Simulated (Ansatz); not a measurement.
The cell is BP built on the zincblende prototype; cell and atoms were relaxed with r2SCAN. It is cubic, F-43m (No. 216); a = 4.537 Å in the conventional setting, 11.67 Å³ an atom. B has 4 P at 1.96 Å; P has 4 B at 1.96 Å.

```yaml
crystal:
  lattice:
    - [0.00000, 2.26832, 2.26832]
    - [2.26832, 0.00000, 2.26832]
    - [2.26832, 2.26832, 0.00000]
  atoms:
    - { symbol: B, position: [0.00000, 0.00000, 0.00000] }
    - { symbol: P, position: [0.25000, 0.25000, 0.25000] }
```

The questions ask for values computed with the plane-wave code Ansatz on this geometry. (Simulation; spin polarisation is off.)

(1) What gap does PBE give, and where are the band edges?

(2) Estimate the gap with r2SCAN on 10×10×10.

(3) What does PBE0 give for the gap (6×6×6 mesh)?

(4) What does G0W0@PBE with 69 empty bands, a screening cutoff of 120 eV and a 6×6×6 mesh give?

(5) Roughly how does the cost of the HSE06 run (6×6×6) compare with r2SCAN's (10×10×10)?

(6) What do these levels agree on?

## Answers

(1) PBE gives an indirect gap of 1.24 eV, from Γ to Γ–X (0.80 of the way from Γ); the least direct gap is 3.41 eV at Γ.

(2) With r2SCAN the valence top lies at Γ and the conduction bottom at Γ–X (0.83 of the way from Γ), 1.41 eV higher; the smallest vertical gap, at Γ, is 3.60 eV. The gap differs by +0.17 eV from PBE's.

(3) PBE0 gives an indirect gap of 2.66 eV, from Γ to Γ–X (0.83 of the way from Γ); the least direct gap is 5.03 eV at Γ. The gap differs by +1.42 eV from PBE's.

(4) 1.85 eV (the shift on the mesh added to PBE's least gap). The quasiparticle gap on this mesh is 1.94 eV (Γ to X), against 1.33 eV from PBE: +0.61 eV. Renormalisation factors Z lie between 0.76 and 0.81. No extrapolation in bands, cutoff or mesh was made for G0W0.

(5) About 9 times as much (29 core-seconds against 3 core-seconds, on 2 threads of Arm Neoverse V1, on a shared host).

(6) Taking G0W0@PBE (69 empty bands, 120 eV, 6×6×6), PBE's least gap plus the shift on the mesh, where the gap is 1.94 eV, 1.85 eV, as the yardstick (a computed one, not at the basis limit), HSE06 comes nearest, +0.11 eV off. The others: r2SCAN -0.44, PBE -0.61, PBE0 +0.81 eV. The yardstick's own error is a tenth of an eV or more. r2SCAN covers 23 % of the step from PBE to HSE06. Among these functionals the gap stays indirect.

Where an edge lies off the special points, it is a point of the mesh or the k point where a search put PBE's edge or least direct gap, reused for the other functionals, whose own edges may lie a little apart.

The meshes of the hybrids are coarse, so their gaps aren't converged to the digits shown.

PBE's least gap lies off this mesh and is smaller, so the gaps on the mesh aren't the band edges.
